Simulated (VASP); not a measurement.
# H: molecular dynamics with a thermostat

H, P4/mmm (no. 123), 20 atoms in the cell. PBE, molecular dynamics; PAW potentials H (PBE set).

Ensemble: Nose-Hoover chain; Target temperature (K): 1000.

## Input

INCAR:
```
SYSTEM = H
  GGA = PE
  PREC = Normal
  ENCUT = 250
  EDIFF = 1E-6
  NELMIN = 4
  NELM = 60
  ALGO = Fast
  LREAL = Auto
  LASPH = .True.
  ISMEAR = -1
  SIGMA = 0.05
  ISYM = 0
  LWAVE = .False.
  LCHARG = .False.
  IBRION = 0
  NSW = 60
  POTIM = 0.5
  TEBEG = 1000
  ISIF = 2
  RANDOM_SEED = 852328 0 0
  MDALGO = 4
  NHC_NCHAINS = 3
  NHC_PERIOD = 30
  KPAR = 2
```

KPOINTS:
```
k-points
0
Gamma
  2 2 3
```

POSCAR:
```
H
1.0
    5.2992774778      0.0000000000      0.0000000000
    0.0000000000      5.2992774778      0.0000000000
    0.0000000000      0.0000000000      4.9024646000
H
20
Direct
    0.0000000000      0.0000000000      0.1000000000
    0.0000000000      0.0000000000      0.3000000000
    0.0000000000      0.0000000000      0.5000000000
    0.0000000000      0.0000000000      0.7000000000
    0.0000000000      0.0000000000      0.9000000000
    0.0000000000      0.5000000000      0.1000000000
    0.0000000000      0.5000000000      0.3000000000
    0.0000000000      0.5000000000      0.5000000000
    0.0000000000      0.5000000000      0.7000000000
    0.0000000000      0.5000000000      0.9000000000
    0.5000000000      0.0000000000      0.1000000000
    0.5000000000      0.0000000000      0.3000000000
    0.5000000000      0.0000000000      0.5000000000
    0.5000000000      0.0000000000      0.7000000000
    0.5000000000      0.0000000000      0.9000000000
    0.5000000000      0.5000000000      0.1000000000
    0.5000000000      0.5000000000      0.3000000000
    0.5000000000      0.5000000000      0.5000000000
    0.5000000000      0.5000000000      0.7000000000
    0.5000000000      0.5000000000      0.9000000000
```

Commands:
```
cat potpaw_PBE.64/H/POTCAR > POTCAR
mpirun -np 2 vasp_std > vasp.out
```

## Result

- Mean temperature (K): 694
- Spread of the conserved energy (meV/atom): 0.41
- Rise of the mean potential energy above the start (meV/atom): 62.2
- Electronic steps per ionic step after the first: 4.7

Course of the run:

| Time (fs) | Temperature (K) | Potential energy less the first (meV/atom) | Conserved energy less the first (meV/atom) |
|---|---|---|---|
| 0 | 1000 | 0.0 | 0.00 |
| 3 | 810 | 23.6 | 0.15 |
| 5 | 619 | 47.7 | 0.20 |
| 8 | 519 | 62.1 | 0.17 |
| 10 | 490 | 68.4 | 0.20 |
| 12 | 553 | 66.0 | 0.20 |
| 14 | 647 | 60.7 | 0.17 |
| 16 | 729 | 59.9 | 0.22 |
| 18 | 766 | 62.5 | 0.17 |
| 21 | 657 | 83.0 | 0.24 |
| 23 | 525 | 103.3 | 0.37 |
| 26 | 629 | 94.8 | 0.33 |
| 28 | 881 | 68.6 | 0.28 |
| 30 | 1155 | 41.9 | 0.25 |

REPORT:
```
MDALGO =   4
           NHC_NCHAINS =   3
            NHC_PERIOD =    30
            NHC_NRESPA =    1
                NHC_NS =  1
               SCALING =       0
                 CNEXP =     9.000   14.000
           RANDOM_SEED =            852328                0                0

   original number of atomic DOF:         57
   number of independent constraints:      0
   number of active DOF:                  57

========================================
         MD step No.       1
========================================

  Atomic velocities initialized by STEP_tb

  >Nose-Hoover_chains
                       xs       vs(fs^-1)
   nhc_s>   0.13566814E-11   0.10852320E-10
   nhc_s>  -0.13889371E-03  -0.11111883E-02
   nhc_s>  -0.13888889E-03  -0.11109568E-02

  >Energies
                    E_tot             E_pot             E_kin               EPS                ES
   e_b>   -0.56359843E+02   -0.58815798E+02    0.24559549E+01    0.23935520E-04   -0.23937591E-04

  >Temperature
               T_sim     T_inst
   tmprt>   1000.000   1000.000

           RANDOM_SEED =            852328              120                0

[... steps left out ...]

========================================
         MD step No.      60
========================================

  >Nose-Hoover_chains
                       xs       vs(fs^-1)
   nhc_s>  -0.37272558E+00  -0.95535883E-02
   nhc_s>   0.19553047E+01   0.73897672E-01
   nhc_s>   0.64534973E+00   0.17312689E+00

  >Energies
                    E_tot             E_pot             E_kin               EPS                ES
   e_b>   -0.56354828E+02   -0.57977692E+02    0.28355993E+01    0.39395037E+00   -0.16066860E+01

  >Temperature
               T_sim     T_inst
   tmprt>   1000.000   1154.581

           RANDOM_SEED =            852328              120                0
```

OSZICAR:
```
N       E                     dE             d eps       ncg     rms          rms(c)
DAV:   1    -0.146521074540E+02   -0.14652E+02   -0.51099E+03   336   0.426E+02
DAV:   2    -0.586719010453E+02   -0.44020E+02   -0.43086E+02   413   0.997E+01
DAV:   3    -0.602878025471E+02   -0.16159E+01   -0.16053E+01   411   0.192E+01
DAV:   4    -0.602937400247E+02   -0.59375E-02   -0.59357E-02   392   0.127E+00
DAV:   5    -0.602937936678E+02   -0.53643E-04   -0.53641E-04   436   0.109E-01    0.845E+00
RMM:   6    -0.593074163155E+02    0.98638E+00   -0.25603E-01   336   0.217E+00    0.506E+00
RMM:   7    -0.587918119472E+02    0.51560E+00   -0.74764E-01   341   0.407E+00    0.411E-01
RMM:   8    -0.588154679652E+02   -0.23656E-01   -0.46094E-02   336   0.134E+00    0.147E-01
RMM:   9    -0.588157704392E+02   -0.30247E-03   -0.45957E-03   336   0.413E-01    0.285E-02
RMM:  10    -0.588158010487E+02   -0.30610E-04   -0.23458E-04   336   0.968E-02    0.295E-02
RMM:  11    -0.588157761530E+02    0.24896E-04   -0.17740E-05   333   0.236E-02    0.448E-02
RMM:  12    -0.588157697095E+02    0.64435E-05   -0.72401E-05   336   0.588E-02    0.302E-02
[... left out ...]
     59 T=  1110. E= -.56340803E+02 F= -.57895286E+02 E0= -.57883910E+02  EK= 0.27397E+01 SP= -.16E+01 SK= 0.41E+00
[... last step whole ...]
       N       E                     dE             d eps       ncg     rms          rms(c)
DAV:   1    -0.579775010827E+02   -0.82216E-01   -0.76478E-02   516   0.193E+00    0.245E-02
RMM:   2    -0.579776798363E+02   -0.17875E-03   -0.17974E-03   336   0.306E-01    0.122E-02
RMM:   3    -0.579776892291E+02   -0.93929E-05   -0.82777E-05   336   0.583E-02    0.915E-03
RMM:   4    -0.579776909454E+02   -0.17163E-05   -0.11696E-05   335   0.225E-02    0.611E-03
RMM:   5    -0.579776917317E+02   -0.78631E-06   -0.23882E-06   256   0.983E-03
     60 T=  1155. E= -.56341495E+02 F= -.57977692E+02 E0= -.57966182E+02  EK= 0.28489E+01 SP= -.16E+01 SK= 0.39E+00
```

Limits: 30 fs of 20 atoms are too short for converged averages; the cell is only 4.9 Å across, so each atom moves in step with near copies of itself.

VASP 6.6.1 took 238 s on 2 cores (Intel Xeon Platinum 8488C (Sapphire Rapids)), a shared host.
